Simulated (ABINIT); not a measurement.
HfO2:

```
Hf O
1.0
     4.81353    0.00000    0.00000
     0.00000    4.81353    0.00000
     0.00000    0.00000    3.20542
Hf O
2 4
Cartesian
  2.4068 2.4068 1.6027
  0.0000 0.0000 0.0000
  3.8751 0.9384 1.6027
  3.3452 3.3452 0.0000
  1.4683 1.4683 0.0000
  0.9384 3.8751 1.6027
```

Measurements of this composition are mostly on another form, of space group No. 14.

```yaml
Program: ABINIT 10.8.3 (patched build)
Task: relaxation of cell and atoms
Functional: LDA
Potentials_or_basis: JTH PAW LDA v2.0
Cutoff: 626 eV
k_mesh: 5 × 5 × 7
Occupations: fermi-dirac, width 0.05 eV
Spin: no spin polarisation
```

At the start: pressure -6.4 GPa; volume 12.38 Å³/atom.

**Question.** How do energy, volume and symmetry change on relaxing?

**Answer.** Over 5 steps the energy falls by 6.8 meV/atom and the volume is 12.05 Å³/atom (-2.7 %); space group P4_2/mnm (No. 136, to 0.05 Å).

Step by step:
| step | energy change (eV) | largest force (eV/Å) | pressure (GPa) | volume (Å³) |
| --- | --- | --- | --- | --- |
| 1 | 0.0000 | 0.0773 | -6.43 | 74.27 |
| 2 | -0.0381 | 0.0185 | -1.74 | 72.82 |
| 3 | -0.0409 | 0.0318 | 0.07 | 72.26 |
| 4 | -0.0411 | 0.0120 | 0.05 | 72.28 |
| 5 | -0.0411 | 0.0021 | 0.00 | 72.29 |

Final structure:
```cif
data_structure
_symmetry_space_group_name_H-M 'P 1'
_symmetry_Int_Tables_number 1
_cell_length_a 4.7724
_cell_length_b 4.7724
_cell_length_c 3.1738
_cell_angle_alpha 90.000
_cell_angle_beta 90.000
_cell_angle_gamma 90.000
_cell_volume 72.29
loop_
_atom_site_label
_atom_site_type_symbol
_atom_site_fract_x
_atom_site_fract_y
_atom_site_fract_z
_atom_site_occupancy
Hf1 Hf 0.50000 0.50000 0.50000 1
Hf2 Hf 0.00000 0.00000 0.00000 1
O1 O 0.80495 0.19505 0.50000 1
O2 O 0.69505 0.69505 0.00000 1
O3 O 0.30495 0.30495 0.00000 1
O4 O 0.19505 0.80495 0.50000 1
```
